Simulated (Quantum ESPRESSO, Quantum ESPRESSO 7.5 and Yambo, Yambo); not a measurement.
**Quasiparticle gap of BeTe (F-43m) in Yambo**

Wanted: ground state, empty states, screening and self-energy for BeTe (F-43m).

Calculated with Quantum ESPRESSO 7.5 and Yambo 5.3.0; PBE and many-body steps on it, plane waves.

**The experiments to reproduce.**

- Gap 2.7 eV: absolute (indirect, Gamma to X) gap; bulk crystal (quoted from earlier experiment) (quoted in “The band structure of BeTe - a combined experimental and theoretical study”, 1997, arxiv:cond-mat/9712266).

- Gap 2.8 eV: absolute (indirect, Gamma to X) gap, second literature value; film (quoted from earlier experiment) (quoted in “The band structure of BeTe - a combined experimental and theoretical study”, 1997, arxiv:cond-mat/9712266).

### 1. The structure

Symmetry: F-43m, No. 216, cubic system. Conventional cell: a = 5.663 Å, b = 5.663 Å, c = 5.663 Å, α = 90.00°, β = 90.00°, γ = 90.00°. Nearest to Be lie 4 Te at 2.45 Å. Te has 4 Be at 2.45 Å nearest. Farther neighbours and most contacts between anions are not listed.

The cell and positions are those that the Materials Project relaxed with its own functionals (PBE, PBE+U or r2SCAN), kept fixed. Spin-orbit coupling is left out unless a step names it.

### 2. Ground state

This step: Quantum ESPRESSO 7.5; DFT, PBE, plane waves, norm-conserving pseudopotentials.

The ground-state density comes first.

Input file pw.in:

```
&control
  calculation = 'scf'
  prefix = 'x'
  outdir = 'o'
  pseudo_dir = 'pseudo'
/
&system
  ibrav = 0
  nat = 2
  ntyp = 2
  ecutwfc = 88.0
  nbnd = 19
  force_symmorphic = .true.
/
&electrons
  conv_thr = 1e-10
  electron_maxstep = 80
  mixing_beta = 0.5
/
ATOMIC_SPECIES
  Be 9.012 Be.upf
  Te 127.6 Te.upf
CELL_PARAMETERS angstrom
  -0.0000000000 2.8314587876 2.8314587876
  2.8314587876 0.0000000000 2.8314587876
  2.8314587876 2.8314587876 0.0000000000
ATOMIC_POSITIONS crystal
  Be 0.0000000000 0.0000000000 0.0000000000
  Te 0.7500000000 0.7500000000 0.7500000000
K_POINTS automatic
  6 6 6 0 0 0
```

On the command line:

```
> OMP_NUM_THREADS=1 mpirun -n 4 pw.x -nk 4 -in pw.in > pw.out
```

The program printed:

```text
Program PWSCF v.7.5 starts

     This program is part of the open-source Quantum ESPRESSO suite
     for quantum simulation of materials; please cite
         "P. Giannozzi et al., J. Phys.:Condens. Matter 21 395502 (2009);
         "P. Giannozzi et al., J. Phys.:Condens. Matter 29 465901 (2017);
         "P. Giannozzi et al., J. Chem. Phys. 152 154105 (2020);
     in publications or presentations arising from this work. More details at
     Message from routine setup:
     using ibrav=0 with symmetry is DISCOURAGED, use correct ibrav instead

     G-vector sticks info

     bravais-lattice index     =            0
     lattice parameter (alat)  =       7.5670  a.u.
     unit-cell volume          =     306.3778 (a.u.)^3
     number of atoms/cell      =            2
     number of atomic types    =            2
     number of electrons       =        28.00
     number of Kohn-Sham states=           19
     kinetic-energy cutoff     =      88.0000  Ry
     charge density cutoff     =     352.0000  Ry
     scf convergence threshold =      1.0E-10
     mixing beta               =       0.5000
     number of iterations used =            8  plain     mixing
     Exchange-correlation= PBE
                           (   1   4   3   4   0   0   0)

     celldm(1)=   7.567007  celldm(2)=   0.000000  celldm(3)=   0.000000
     celldm(4)=   0.000000  celldm(5)=   0.000000  celldm(6)=   0.000000

     crystal axes: (cart. coord. in units of alat)
               a(1) = (  -0.000000   0.707107   0.707107 )
               a(2) = (   0.707107   0.000000   0.707107 )
               a(3) = (   0.707107   0.707107   0.000000 )

     reciprocal axes: (cart. coord. in units 2 pi/alat)
               b(1) = ( -0.707107  0.707107  0.707107 )
               b(2) = (  0.707107 -0.707107  0.707107 )
               b(3) = (  0.707107  0.707107 -0.707107 )
     Pseudo is Norm-conserving, Zval =  4.0
     Generated using ONCVPSP code by D. R. Hamann
     Using radial grid of 1358 points,  4 beta functions with:
     Pseudo is Norm-conserving + core correction, Zval = 24.0
     Generated using ONCVPSP code by D. R. Hamann
     Using radial grid of 1294 points,  8 beta functions with:
     Be                4.00     9.01200     Be( 1.00)
     Te               24.00   127.60000     Te( 1.00)

     24 Sym. Ops. (no inversion) found

   Cartesian axes

     site n.     atom                  positions (alat units)
         1        Be     tau(   1) = (   0.0000000   0.0000000   0.0000000  )
         2        Te     tau(   2) = (   1.0606602   1.0606602   1.0606602  )

     number of k points=    16
                       cart. coord. in units 2pi/alat
        k(    1) = (   0.0000000   0.0000000   0.0000000), wk =   0.0092593
        k(    2) = (   0.1178511   0.1178511  -0.1178511), wk =   0.0740741
        k(    3) = (   0.2357023   0.2357023  -0.2357023), wk =   0.0740741
        k(    4) = (  -0.3535534  -0.3535534   0.3535534), wk =   0.0370370
        k(    5) = (   0.2357023   0.0000000  -0.0000000), wk =   0.0555556
        k(    6) = (   0.3535534   0.1178511  -0.1178511), wk =   0.2222222
        k(    7) = (  -0.2357023  -0.4714045   0.4714045), wk =   0.2222222
        k(    8) = (  -0.1178511  -0.3535534   0.3535534), wk =   0.2222222
        k(    9) = (   0.0000000  -0.2357023   0.2357023), wk =   0.1111111
        k(   10) = (   0.4714045   0.0000000  -0.0000000), wk =   0.0555556
     [... 4 further rows ...]
        k(   15) = (  -0.1178511  -0.3535534   0.5892557), wk =   0.2222222
        k(   16) = (  -0.7071068   0.2357023   0.0000000), wk =   0.1111111

     Dense  grid:    34327 G-vectors     FFT dimensions: (  45,  45,  45)

     Initial potential from superposition of free atoms

     starting charge      27.9996, renormalised to      28.0000
     Starting wfcs are   15 randomized atomic wfcs +    4 random wfcs

     per-process dynamical memory:    27.3 Mb

     Self-consistent Calculation

     iteration #  1     ecut=    88.00 Ry     beta= 0.50

     Threshold (ethr) on eigenvalues was too large:
     Diagonalizing with lowered threshold

     total energy              =    -588.95475943 Ry
     estimated scf accuracy    <       0.03227431 Ry

     iteration #  2     ecut=    88.00 Ry     beta= 0.50

     total energy              =    -588.95643516 Ry
     estimated scf accuracy    <       0.00414585 Ry

     iteration #  3     ecut=    88.00 Ry     beta= 0.50

     total energy              =    -588.95666792 Ry
     estimated scf accuracy    <       0.00028314 Ry

     iteration #  4     ecut=    88.00 Ry     beta= 0.50

     total energy              =    -588.95669241 Ry
     estimated scf accuracy    <       0.00001333 Ry

     iteration #  5     ecut=    88.00 Ry     beta= 0.50

     total energy              =    -588.95669469 Ry
     estimated scf accuracy    <       0.00000053 Ry

     iteration #  6     ecut=    88.00 Ry     beta= 0.50

     total energy              =    -588.95669488 Ry
     estimated scf accuracy    <       0.00000001 Ry

     iteration #  7     ecut=    88.00 Ry     beta= 0.50

     total energy              =    -588.95669489 Ry
     estimated scf accuracy    <          4.4E-09 Ry

     iteration #  8     ecut=    88.00 Ry     beta= 0.50

     total energy              =    -588.95669489 Ry
     estimated scf accuracy    <          3.4E-10 Ry

     iteration #  9     ecut=    88.00 Ry     beta= 0.50

     End of self-consistent calculation

          k = 0.0000 0.0000 0.0000 (  4279 PWs)   bands (ev):

  -150.4589-100.4840-100.4840-100.4840 -91.9314 -27.7629 -27.7629 -27.7629
   -27.7508 -27.7508  -3.7514   8.4384   8.4384   8.4384  12.0832  12.0832
    12.0832  12.1482  16.7384

          k = 0.1179 0.1179-0.1179 (  4285 PWs)   bands (ev):

  -150.4589-100.4840-100.4840-100.4840 -91.9314 -27.7621 -27.7621 -27.7621
   -27.7510 -27.7510  -3.4996   6.4828   8.0719   8.0719  11.8896  12.6145
    12.6145  14.1380  17.3592

          k = 0.2357 0.2357-0.2357 (  4272 PWs)   bands (ev):

  -150.4589-100.4840-100.4840-100.4840 -91.9313 -27.7612 -27.7606 -27.7606
   -27.7506 -27.7506  -2.8730   4.0717   7.5445   7.5445  11.6015  13.0798
    13.0798  16.1943  17.7324

          k =-0.3536-0.3536 0.3536 (  4314 PWs)   bands (ev):

     [... further k-points ...]

     highest occupied, lowest unoccupied level (ev):     8.4384   10.4653

!    total energy              =    -588.95669489 Ry
     estimated scf accuracy    <          3.5E-11 Ry

     The total energy is the sum of the following terms:
     one-electron contribution =    -453.99447766 Ry
     hartree contribution      =     210.24226870 Ry
     xc contribution           =     -77.18162023 Ry
     ewald contribution        =    -268.02286570 Ry

     convergence has been achieved in   9 iterations

     XML data file, charge density, pseudopotentials, collected wavefunctions

=------------------------------------------------------------------------------=
   JOB DONE.
=------------------------------------------------------------------------------=
```

Elapsed: 5.5 s, on 4 MPI ranks of Arm Neoverse V2, shared host; peak memory 0.27 GiB; 22 s of CPU time.

Numbers from this step:

```yaml
total_energy: -8013.1641 eV
gap: 2.027 eV
k_of_the_valence_top: 0, 0, 0
k_of_the_conduction_bottom: 0, -0.5, -0.5
least_direct_gap: 3.645 eV
```

The gap is indirect, with the least direct gap 1.62 eV higher.

### 3. Bands along the symmetry lines

Levels along a band path, at the cheap level, show where the edges lie and whether the meshes to come will hold them.

Input file pw.in:

```
&control
  calculation = 'bands'
  prefix = 'x'
  outdir = 'o'
  pseudo_dir = 'pseudo'
/
&system
  ibrav = 0
  nat = 2
  ntyp = 2
  ecutwfc = 88.0
  nbnd = 20
  force_symmorphic = .true.
/
&electrons
  conv_thr = 1e-9
  electron_maxstep = 80
  diago_full_acc = .true.
  diago_thr_init = 5e-6
/
ATOMIC_SPECIES
  Be 9.012 Be.upf
  Te 127.6 Te.upf
CELL_PARAMETERS angstrom
  -0.0000000000 2.8314587876 2.8314587876
  2.8314587876 0.0000000000 2.8314587876
  2.8314587876 2.8314587876 0.0000000000
ATOMIC_POSITIONS crystal
  Be 0.0000000000 0.0000000000 0.0000000000
  Te 0.7500000000 0.7500000000 0.7500000000
K_POINTS crystal
  50
  0.00000000 0.00000000 0.00000000 1
  -0.06250000 -0.06250000 0.00000000 1
  -0.12500000 -0.12500000 0.00000000 1
  -0.18750000 -0.18750000 0.00000000 1
  -0.25000000 -0.25000000 0.00000000 1
  -0.31250000 -0.31250000 0.00000000 1
  -0.37500000 -0.37500000 0.00000000 1
  -0.43750000 -0.43750000 0.00000000 1
  -0.50000000 -0.50000000 0.00000000 1
  -0.48437500 -0.48437500 0.03125000 1
  -0.46875000 -0.46875000 0.06250000 1
  -0.45312500 -0.45312500 0.09375000 1
  -0.43750000 -0.43750000 0.12500000 1
  -0.42187500 -0.42187500 0.15625000 1
  -0.40625000 -0.40625000 0.18750000 1
  -0.39062500 -0.39062500 0.21875000 1
  -0.37500000 -0.37500000 0.25000000 1
  -0.37500000 0.00000000 0.37500000 1
  -0.32812500 0.00000000 0.32812500 1
  -0.28125000 0.00000000 0.28125000 1
  -0.23437500 0.00000000 0.23437500 1
  -0.18750000 0.00000000 0.18750000 1
  -0.14062500 0.00000000 0.14062500 1
  -0.09375000 0.00000000 0.09375000 1
  -0.04687500 0.00000000 0.04687500 1
  0.00000000 0.00000000 0.00000000 1
  0.00000000 0.00000000 0.06250000 1
  0.00000000 0.00000000 0.12500000 1
  0.00000000 0.00000000 0.18750000 1
  0.00000000 0.00000000 0.25000000 1
  0.00000000 0.00000000 0.31250000 1
  0.00000000 0.00000000 0.37500000 1
  0.00000000 0.00000000 0.43750000 1
  -0.00000000 -0.00000000 0.50000000 1
  -0.06250000 -0.03125000 0.46875000 1
  -0.12500000 -0.06250000 0.43750000 1
  -0.18750000 -0.09375000 0.40625000 1
  -0.25000000 -0.12500000 0.37500000 1
  -0.31250000 -0.15625000 0.34375000 1
  -0.37500000 -0.18750000 0.31250000 1
  -0.43750000 -0.21875000 0.28125000 1
  -0.50000000 -0.25000000 0.25000000 1
  -0.50000000 -0.28125000 0.21875000 1
  -0.50000000 -0.31250000 0.18750000 1
  -0.50000000 -0.34375000 0.15625000 1
  -0.50000000 -0.37500000 0.12500000 1
  -0.50000000 -0.40625000 0.09375000 1
  -0.50000000 -0.43750000 0.06250000 1
  -0.50000000 -0.46875000 0.03125000 1
  -0.50000000 -0.50000000 0.00000000 1
```

The program printed:

```text
[banner, memory and clock lines left out]
Program PWSCF v.7.5 starts

     Atomic positions and unit cell read from directory:
     o/x.save/

     Message from routine setup:
     using ibrav=0 with symmetry is DISCOURAGED, use correct ibrav instead

     G-vector sticks info

     bravais-lattice index     =            0
     lattice parameter (alat)  =       7.5670  a.u.
     unit-cell volume          =     306.3778 (a.u.)^3
     number of atoms/cell      =            2
     number of atomic types    =            2
     number of electrons       =        28.00
     number of Kohn-Sham states=           20
     kinetic-energy cutoff     =      88.0000  Ry
     charge density cutoff     =     352.0000  Ry
     Exchange-correlation= PBE
                           (   1   4   3   4   0   0   0)

     celldm(1)=   7.567007  celldm(2)=   0.000000  celldm(3)=   0.000000
     celldm(4)=   0.000000  celldm(5)=   0.000000  celldm(6)=   0.000000

     crystal axes: (cart. coord. in units of alat)
               a(1) = (  -0.000000   0.707107   0.707107 )
               a(2) = (   0.707107   0.000000   0.707107 )
               a(3) = (   0.707107   0.707107   0.000000 )

     reciprocal axes: (cart. coord. in units 2 pi/alat)
               b(1) = ( -0.707107  0.707107  0.707107 )
               b(2) = (  0.707107 -0.707107  0.707107 )
               b(3) = (  0.707107  0.707107 -0.707107 )
     Pseudo is Norm-conserving, Zval =  4.0
     Generated using ONCVPSP code by D. R. Hamann
     Using radial grid of 1358 points,  4 beta functions with:
     Pseudo is Norm-conserving + core correction, Zval = 24.0
     Generated using ONCVPSP code by D. R. Hamann
     Using radial grid of 1294 points,  8 beta functions with:
     Be                4.00     9.01200     Be( 1.00)
     Te               24.00   127.60000     Te( 1.00)

     24 Sym. Ops. (no inversion) found

   Cartesian axes

     site n.     atom                  positions (alat units)
         1        Be     tau(   1) = (   0.0000000   0.0000000   0.0000000  )
         2        Te     tau(   2) = (   1.0606602   1.0606602   1.0606602  )

     number of k points=    50
                       cart. coord. in units 2pi/alat
        k(    1) = (   0.0000000   0.0000000   0.0000000), wk =   0.0400000
        k(    2) = (   0.0000000   0.0000000  -0.0883883), wk =   0.0400000
        k(    3) = (   0.0000000   0.0000000  -0.1767767), wk =   0.0400000
[...]
[... 38 further rows ...]
        k(   49) = (   0.0441942  -0.0000000  -0.7071068), wk =   0.0400000
        k(   50) = (   0.0000000   0.0000000  -0.7071068), wk =   0.0400000

     Dense  grid:    34327 G-vectors     FFT dimensions: (  45,  45,  45)

     The potential is recalculated from file :
     o/x.save/charge-density

     Starting wfcs are   15 randomized atomic wfcs +    5 random wfcs

     Band Structure Calculation

     End of band structure calculation

          k = 0.0000 0.0000 0.0000 (  4279 PWs)   bands (ev):

  -150.4588-100.4840-100.4840-100.4840 -91.9314 -27.7629 -27.7629 -27.7629
   -27.7508 -27.7508  -3.7514   8.4384   8.4384   8.4384  12.0832  12.0832
    12.0832  12.1482  16.7384  18.8475

          k = 0.0000 0.0000-0.0884 (  4288 PWs)   bands (ev):

  -150.4588-100.4840-100.4840-100.4840 -91.9314 -27.7629 -27.7626 -27.7626
   -27.7512 -27.7507  -3.7028   8.1040   8.2469   8.2469  11.9582  12.3498
    12.3498  12.5090  16.8821  17.8902

          k = 0.0000 0.0000-0.1768 (  4280 PWs)   bands (ev):

  -150.4588-100.4840-100.4840-100.4840 -91.9314 -27.7628 -27.7618 -27.7618
   -27.7513 -27.7504  -3.5595   7.3486   7.8013   7.8013  11.7058  13.0178
    13.0178  13.1562  16.6059  17.5977

          k =-0.0000 0.0000-0.2652 (  4264 PWs)   bands (ev):

[...]
k = 0.0000 0.0000-0.3536 (  4256 PWs)   bands (ev):

[...]
k = 0.0000-0.0000-0.4419 (  4260 PWs)   bands (ev):

[...]
k =-0.0000 0.0000-0.5303 (  4276 PWs)   bands (ev):

[...]
k = 0.0000-0.0000-0.6187 (  4272 PWs)   bands (ev):

[...]
k = 0.5303-0.0000-0.5303 (  4272 PWs)   bands (ev):

[...]
k = 0.0000 0.0000 0.0000 (  4279 PWs)   bands (ev):

[...]
k = 0.1326 0.0000-0.7071 (  4260 PWs)   bands (ev):

[...]
k = 0.0884-0.0000-0.7071 (  4258 PWs)   bands (ev):

[...]
k = 0.0442-0.0000-0.7071 (  4258 PWs)   bands (ev):

  -150.4588-100.4840-100.4840-100.4840 -91.9314 -27.7637 -27.7567 -27.7566
   -27.7527 -27.7484  -1.9773   3.4354   5.8247   5.8357  10.5359  11.2155
    17.9953  18.0036  19.8361  21.0507

          k = 0.0000 0.0000-0.7071 (  4264 PWs)   bands (ev):

  -150.4588-100.4840-100.4840-100.4840 -91.9314 -27.7640 -27.7567 -27.7567
   -27.7528 -27.7484  -1.9784   3.4227   5.8607   5.8607  10.4653  11.1494
    18.0844  18.0844  19.9022  21.2690

     XML data file, pseudopotentials, collected wavefunctions
```

Wall time 4.5 s (4 MPI ranks); peak memory 0.24 GiB.

This step gave:

```yaml
gap: 2.027 eV
k_of_the_valence_top: 0, 0, 0
k_of_the_conduction_bottom: -0.5, -0.5, 0
least_direct_gap: 3.645 eV
```

The gap is 2.027 eV, as in the run before at this level.

The electronic bands at the labelled points (eV, zero at the top of the highest filled band):

```tsv
point	band 11	band 12	band 13	band 14	band 15	band 16	band 17	band 18
Γ	-12.19	0.00	0.00	0.00	3.64	3.64	3.64	3.71
halfway	-11.47	-2.86	-1.63	-1.63	2.65	4.41	6.43	6.43
X	-10.42	-5.02	-2.58	-2.58	2.03	2.71	9.65	9.65
halfway	-10.41	-4.92	-3.06	-2.47	2.35	3.37	9.06	9.11
U	-10.44	-4.67	-3.78	-2.17	2.75	5.28	7.86	8.13
jump to K	-10.44	-4.67	-3.78	-2.17	2.75	5.28	7.86	8.13
halfway	-11.41	-3.47	-2.20	-0.65	4.05	4.68	5.21	6.25
Γ	-12.19	0.00	0.00	0.00	3.64	3.64	3.64	3.71
halfway	-11.65	-3.26	-0.65	-0.65	3.29	4.51	4.51	6.96
L	-10.89	-5.43	-1.10	-1.10	3.05	4.62	4.62	7.84
halfway	-10.66	-5.01	-2.83	-1.85	4.21	4.41	6.65	7.73
W	-10.39	-4.50	-3.60	-3.12	5.30	5.54	5.60	6.15
halfway	-10.40	-4.82	-3.05	-2.87	3.05	3.67	8.22	8.40
X	-10.42	-5.02	-2.58	-2.58	2.03	2.71	9.65	9.65
```

The electronic bands as a text plot (rows in eV, shown from -8.0 to 7.9 only):

```
    7.6 |    +  ++        ++                 +++++    ++
    6.9 |                  +++              +         +++   +
    6.3 |     ++            +++++++        +            ++++
    5.6 |    +            +   ++   ++                +    +
    4.9 |  +++           +      +++      ++  ++++++++  +++ ++
    4.3 | +++ ++                ++++++  +++++     ++++++    +
    3.6 |++     ++     ++   ++++   ++++++++++       ++       +
    2.9 |  +++++  +++++  +++                 +++++++         ++++
    2.3 |       +++++++++                                      ++
    1.6 |
    1.0 |
    0.3 |*                           ***
   -0.4 | ***                   ******  *****
   -1.0 |  ***                **   **    **  ********
   -1.7 |    ***           ***   ****               ***
   -2.4 |       ***********     ***        *         * **      **
   -3.0 |     **      ***     **            *         ** *******
   -3.7 |       **       *****  *                       *****
   -4.4 |         *       ******             **         *****
   -5.0 |          *******                     **   ****     ****
   -5.7 |                                        ***
   -6.3 |
   -7.0 |
   -7.7 |
         Γ           X  U|K            Γ         L        W     X
```

[end of part 1 of 3]

[Paths, hosts, dates, memory and timing lines, banners, echoed tables and standing remarks are left out of the program output.]

[Logs are printed without paths, hosts, clocks, repeated set-up lines and the standing remarks that a program may print on its own settings, such as how far it seeks lower states.]

[Runs of the session that timed out or met a known fault of the program may be left out.]

[Hosts, paths, dates, database ids (printed as entryN), source tags and the programs' standing remarks are cut or masked in the printed files.]
